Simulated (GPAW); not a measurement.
# Mn (P6_3/mmc) in GPAW: reference runs

Reference runs on Mn: the cell as given.

All numbers are computed with GPAW 26.7.0; they aren't measurements. Logs are shortened: lines on timing, memory, paths and dates and some standing lists are left out, and cuts for length are marked. The log counts tension as positive stress, the text compression.

**1. Starting point**

Symmetry: P6_3/mmc, No. 194, hexagonal system. Conventional cell: a = 2.484 Å, b = 2.484 Å, c = 4.026 Å, α = 90.00°, β = 90.00°, γ = 120.00°. Mn (site symmetry -6m2) is surrounded by 12 Mn at 2.47 to 2.48 Å.

This isn't the form of Mn at room conditions, which is a 58-atom cubic cell.

**2. Single point, PBEsol, collinear spin, ferromagnetic start**

The input, run.py:

```python
from ase import Atoms
from ase.dft.bandgap import bandgap
from ase.io import write
from ase.units import Bohr, GPa
from gpaw import GPAW, PW, setup_paths
from gpaw.elf import elf_from_dft_calculation

setup_paths.insert(0, '.')

atoms = Atoms(['Mn', 'Mn'],
              cell=[[2.4836457705, 0.0, 0.0],
                    [-1.2418228853, 2.1509003313, 0.0],
                    [0.0, 0.0, 4.026195]],
              scaled_positions=[[0.3333333333, 0.6666666667, 0.25],
                                [0.6666666667, 0.3333333333, 0.75]],
              pbc=True)
atoms.set_initial_magnetic_moments([4.0, 4.0])

calc = GPAW(mode=PW(600),
            xc='PBEsol',
            kpts={'size': (12, 12, 7), 'gamma': True},
            occupations={'name': 'fermi-dirac', 'width': 0.05},
            nbands=28,
            convergence={'density': 1e-05, 'energy': 1e-05},
            maxiter=150,
            txt='gpaw.txt')
atoms.calc = calc
energy = atoms.get_potential_energy()
forces = atoms.get_forces()
stress = atoms.get_stress()
calc.write('gs.gpw')
write('result.traj', atoms)
print(f'Energy: {energy:.6f} eV')
print('Forces (eV/A):')
print(forces.round(4))
print('Stress (GPa):', (stress / GPa).round(3))
print('Moments:', calc.get_magnetic_moments().round(3))
print('Fermi level:', round(calc.get_fermi_level(), 4), 'eV')
print(f'Gap: {bandgap(calc)[0]:.4f} eV, direct: {bandgap(calc, direct=True)[0]:.4f} eV')

# fields on the real-space grid
write('density.cube', atoms, data=calc.get_pseudo_density() * Bohr**3)
write('potential.cube', atoms, data=calc.get_electrostatic_potential())
write('spin.cube', atoms, data=(calc.get_pseudo_density(spin=0) - calc.get_pseudo_density(spin=1)) * Bohr**3)
write('elf.cube', atoms, data=elf_from_dft_calculation(calc).data)
```

Potentials or basis: PAW data sets generated in the run's folder for this functional, pw.

Started as:

```console
> gpaw-setup -f PBEsol Mn
> OMP_NUM_THREADS=1 python run.py
```

gpaw.txt:

```text
__  _  _
 | _ |_)|_||  |
 |__||  | ||/\| - 26.7.0

Input parameters:
  mode=PW(ecut=600.0),
  convergence={'density': 1e-05, 'energy': 1e-05},
  kpts=MonkhorstPack(size=(12, 12, 7), gamma=True),
  maxiter=150,
  nbands=28,
  occupations=Occupations(name='fermi-dirac', width=0.05),
  xc=XC(name='PBEsol')

Diagonalizing LCAO Hamiltonian
Converting LCAO to pw mode

          Mn

        Mn

Atoms  # Å, Bohr magnetons
|   | symbol |         x |        y |        z |    initial magnetic moments |
|---|--------|-----------|----------|----------|-----------------------------|
| 0 |     Mn | -0.000000 | 1.433934 | 1.006549 | ( 0.0000,  0.0000,  4.0000) |
| 1 |     Mn |  1.241823 | 0.716967 | 3.019646 | ( 0.0000,  0.0000,  4.0000) |

Unit cell  # Å
| periodic |         x |        y |        z |  lengths |     angles |
|----------|-----------|----------|----------|----------|------------|
|      yes |  2.483646 | 0.000000 | 0.000000 | 2.483646 |  90.000000 |
|      yes | -1.241823 | 2.150900 | 0.000000 | 2.483646 |  90.000000 |
|      yes |  0.000000 | 0.000000 | 4.026195 | 4.026195 | 120.000000 |

Number of symmetries: 12
Symmetry operations  # r_c * U_cc + t_c -> r_c
|    | kind |            matrix            |
|----|------|------------------------------|
|  0 |  σ   |  1, 1, 0,  0,-1, 0,  0, 0, 1 |
|  1 |  S6  |  1, 1, 0, -1, 0, 0,  0, 0,-1 |
|  2 |  E   |  1, 0, 0,  0, 1, 0,  0, 0, 1 |
|  3 |  C2  |  1, 0, 0, -1,-1, 0,  0, 0,-1 |
|  4 |  C2  |  0, 1, 0,  1, 0, 0,  0, 0,-1 |
|  5 |  C3  |  0, 1, 0, -1,-1, 0,  0, 0, 1 |
|  6 |  S6  |  0,-1, 0,  1, 1, 0,  0, 0,-1 |
|  7 |  σ   |  0,-1, 0, -1, 0, 0,  0, 0, 1 |
|  8 |  σ   | -1, 0, 0,  1, 1, 0,  0, 0, 1 |
|  9 |  i   | -1, 0, 0,  0,-1, 0,  0, 0,-1 |
| 10 |  C3  | -1,-1, 0,  1, 0, 0,  0, 0, 1 |
| 11 |  C2  | -1,-1, 0,  0, 1, 0,  0, 0,-1 |

BZ-sampling:
  Number of BZ points: 1008
  Number of IBZ points: 112

  Monkhorst-Pack size: [12, 12, 7]
  Monkhorst-Pack shift: [0.041666666666666664, 0.041666666666666664, 0.0]

K-points  # in reciprocal-cell coordinates
|     |                                coordinates |     weight |
|-----|--------------------------------------------|------------|
|   0 | ( -0.00000000,  -0.00000000,   0.00000000) | 0.00099206 |
|   1 | ( -0.00000000,  -0.00000000,   0.14285714) | 0.00198413 |
|   2 | ( -0.00000000,  -0.00000000,   0.28571429) | 0.00198413 |
|   3 | ( -0.00000000,  -0.00000000,   0.42857143) | 0.00198413 |
|   4 | (  0.08333333,  -0.00000000,  -0.42857143) | 0.00595238 |
|   5 | (  0.08333333,  -0.00000000,  -0.28571429) | 0.00595238 |
|   6 | (  0.08333333,  -0.00000000,  -0.14285714) | 0.00595238 |
|   7 | (  0.08333333,  -0.00000000,   0.00000000) | 0.00595238 |
|   8 | (  0.08333333,  -0.00000000,   0.14285714) | 0.00595238 |
|   9 | (  0.08333333,  -0.00000000,   0.28571429) | 0.00595238 |
| ... |                                            |            |
| 111 | (  0.50000000,   0.50000000,   0.42857143) | 0.00595238 |

Plane wave coefficients: 744
Cutoff: 600.0 eV

Spin-components: 2 (collinear spins)
Bands:           28
Projectors:      12
Spin-degeneracy: 1
Datatype:        complex128

Parallelization:
  kpt:    1
  domain: 1
  band:   1

Density:
  Valence electrons: 30.0
  Components: 2
  Grid points: [15 15 24]
  Charge: 0.0  # |e|

Potential:
  Grid points: [15 15 24]

species:
  Mn:
    name:    Manganese
    Z:       25.0
    valence: 15
    core:    10
    charge:  0.0  # [|e|]
    compensation charges:
      type: gauss
      rc: 0.38  # [Å]
      lmax: 2
    cutoffs:
      filter: 2.14  # [Å]
      core: 0.86  # [Å]
    projectors
    | kind |    occ | energy [eV] | rcut [Å] |
    |------|--------|-------------|----------|
    |   3s |  2.000 |     -85.624 |    1.275 |
    |   4s |  2.000 |      -5.124 |    1.275 |
    |   3p |  6.000 |     -54.486 |    1.281 |
    |   4p |  0.000 |      -1.348 |    1.281 |
    |   3d |  5.000 |      -6.794 |    1.138 |
    |    d |        |      20.417 |    1.138 |

    Using partial waves for Mn as LCAO basis

Reference energy: -62966.625358  # eV

eigensolver:
  PPCG
  Converge bands: occupied
  niter=2

density mixing:
  MSR1-Mixer
  Pratt-step length: 0.05
  Maximum mixing coefficient: 0.75
  Old densities: 10
  SVD Regularization: 0.005
  Good broyden scale: 1.0
  Trust region scale: 1.0
  Backstep threshold: 4.0
  History deletion threshold: 6.0
  Fourier metric: weight=20.0, sigma=0.015

occupation numbers:
  Fermi-Dirac:
    width: 0.0500  # eV

poisson solver:
  ecut: 4800.0  # eV

xc functional:
  name: PBEsol with 2 nearest neighbor stencil

convergence criteria:
- Maximum integral of absolute [dens]ity change: 1e-05 electrons / valence electron
- Maximum [total energy] change in last 3 cyles: 1e-05 eV / valence electron
- Maximum integral of absolute [eigenst]ate change: 4e-08 eV^2 / valence electron
maximum number of iterations: 150

SCF iterations
|iter     | |      energy | eigst |  dens |  magmom |
|---------|-|-------------|-------|-------|---------|
|iter:   1| |  -18.565926 | +0.19 |       |  +8.0147|
|iter:   2| |  -18.603054 | -2.81 | -0.88 |  +7.8625|
|iter:   3| |  -19.744997 | -2.70 | -0.91 |  +5.3969|
|iter:   4| |  -20.511550 | -2.47 | -1.06 |  +2.3547|
|iter:   5| |  -20.756172 | -2.94 | -1.41 |  +0.0116|
|iter:   6| |  -20.830799 | -2.99 | -1.63 |  -0.2105|
|iter:   7| |  -20.831093 | -4.33 | -1.97 |  +0.1376|
|iter:   8| |  -20.833985 | -4.24 | -2.32 |  -0.0837|
|iter:   9| |  -20.834171 | -5.67 | -2.64 |  -0.0112|
|iter:  10| |  -20.834209c| -6.49 | -3.35 |  +0.0019|
|iter:  11| |  -20.834214c| -7.12 | -3.95 |  -0.0008|
|iter:  12| |  -20.834215c| -8.23c| -4.41 |  +0.0004|
|iter:  13| |  -20.834215c| -8.37c| -5.02c|  +0.0002|

Converged in 13 steps
Energy contributions relative to reference atoms: (reference = -62966.625358)

Energy contributions:
  Kinetic:          -8.402329
  Coulomb:           6.106946
  Zero:              0.451808
  External:          0.000000
  Xc:              -18.979903
  Entropy:          -0.021476
  Spinorbit:         0.000000
  ----------------------------
  Free energy:     -20.844953
  Extrapolated:    -20.834215

dipole moment: (0.000000, 0.000000, 0.000000)  # |e|*Ang

Total magnetic moment: (0.000000, 0.000000, 0.000231)

Local magnetic moments
|        x |        y |        z |
|----------|----------|----------|
| 0.000000 | 0.000000 | 0.000112 |  # Mn   0
| 0.000000 | 0.000000 | 0.000112 |  # Mn   1

Fermi level: 10.437
Eigenvalues  # (at kpt = [-0.000, -0.000, 0.000])
| band index |      eig [eV] | occ [0-1] |      eig [eV] | occ [0-1] |
|------------|---------------|-----------|---------------|-----------|
|          0 |       -68.426 |     1.000 |       -68.426 |     1.000 |
|        ... |               |           |               |           |
|          7 |       -36.870 |     1.000 |       -36.870 |     1.000 |
|          8 |         2.247 |     1.000 |         2.248 |     1.000 |
|          9 |         6.011 |     1.000 |         6.011 |     1.000 |
|         10 |         9.461 |     1.000 |         9.461 |     1.000 |
|         11 |         9.489 |     1.000 |         9.489 |     1.000 |
|         12 |         9.489 |     1.000 |         9.489 |     1.000 |
[... 8 lines left out ...]
|         21 |        31.406 |     0.000 |        31.406 |     0.000 |
|         22 |        34.772 |     0.000 |        34.773 |     0.000 |
|        ... |               |           |               |           |
|         27 |        37.469 |     0.000 |        37.469 |     0.000 |

No gap
No difference between direct/indirect transitions

Forces  # eV/Ang
|        x |       y |        z |
|----------|---------|----------|
|  0.00000 | 0.00000 |  0.00013 |  # Mn   0
| -0.00000 | 0.00000 | -0.00013 |  # Mn   1

Stress tensor  # eV/Ang^3
|        x |        y |        z |
|----------|----------|----------|
| 0.058583 | 0.000000 | 0.000000 |
| 0.000000 | 0.058583 | 0.000000 |
| 0.000000 | 0.000000 | 0.062012 |

# Writing to gs.gpw (mode='')
```

Run time: 1.8 min. Hardware: 1 thread of Arm Neoverse V2, shared host; peak memory 0.22 GiB.

What came out:

```
Free energy            : -20.8450 eV
Pressure               : -9.6 GPa
Band gap on the k mesh : none (metal or under the smearing width)
Net moment             : 0.00 μB per cell
```

Caveat: the starting moments collapsed, and a magnetic state may lie lower.
